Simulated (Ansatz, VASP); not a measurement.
## AlN in VASP and in Ansatz

File INCAR:

```
PREC = Accurate
ENCUT = 520
EDIFF = 1E-7
ISMEAR = -1
SIGMA = 0.05
LREAL = False
LASPH = True
NELM = 100
ALGO = Normal
ISIF = 2
LWAVE = False
LCHARG = False
GGA = PE
NBANDS = 11
```

The input KPOINTS:

```
regular mesh
0
Gamma
  11 11 11
```

POSCAR

```
AlN
1.0
    0.0000000000      2.0479920218      2.0479920218
    2.0479920218      0.0000000000      2.0479920218
    2.0479920218      2.0479920218      0.0000000000
Al N
1 1
Direct
    0.5000000000      0.5000000000      0.5000000000
    0.0000000000      0.0000000000      0.0000000000
```

Contents of input.yaml:

```yaml
crystal:
  lattice:
    - [0.0, 2.0479920218, 2.0479920218]
    - [2.0479920218, 0.0, 2.0479920218]
    - [2.0479920218, 2.0479920218, 0.0]
  atoms:
    - { symbol: Al, position: [0.5, 0.5, 0.5] }
    - { symbol: "N", position: [0.0, 0.0, 0.0] }
hamiltonian:
  xc: pbe
  pseudopotentials: { kind: paw }
kpoints:
  mp_grid: { grid: [11, 11, 11] }
scf:
  occupations: { method: fermi_dirac, width: 0.05 }
output:
  forces: true
  stress: true
  eigenvalues: true
```

Change from the starting cell: volume scaled by 1.02.

Alike in both runs: task single point; functional PBE; k mesh 11 × 11 × 11; occupations fermi-dirac, width 0.05 eV; no spin polarisation.

|  | VASP | Ansatz |
| --- | --- | --- |
| version | VASP 6.6.1 | Ansatz 0.2.0 |
| potentials or method | VASP PAW PBE potentials, release 64 (Al, N) | Ansatz PAW |
| plane-wave cutoff (eV) | 520 | 420 |
| valence electrons in the cell | 8 | 8 |

|  | VASP | Ansatz | Ansatz less VASP |
| --- | --- | --- | --- |
| gap on the k mesh at the Fermi level (eV) | 4.37 | 4.39 | +0.022 |
| least direct gap on the mesh (eV) | 5.13 | 5.12 | -0.009 |
| pressure (GPa) | -4.8 | -4.5 | +0.25 |

Caveats: an odd mesh through Γ misses points on the zone boundary, where band edges often lie (VASP); odd divisions of the mesh miss points on the zone boundary, where band edges often lie, so the gap on the mesh can be too wide (Ansatz); the pressure holds a Pulay correction of +0.5 GPa for the finite cutoff (Ansatz).
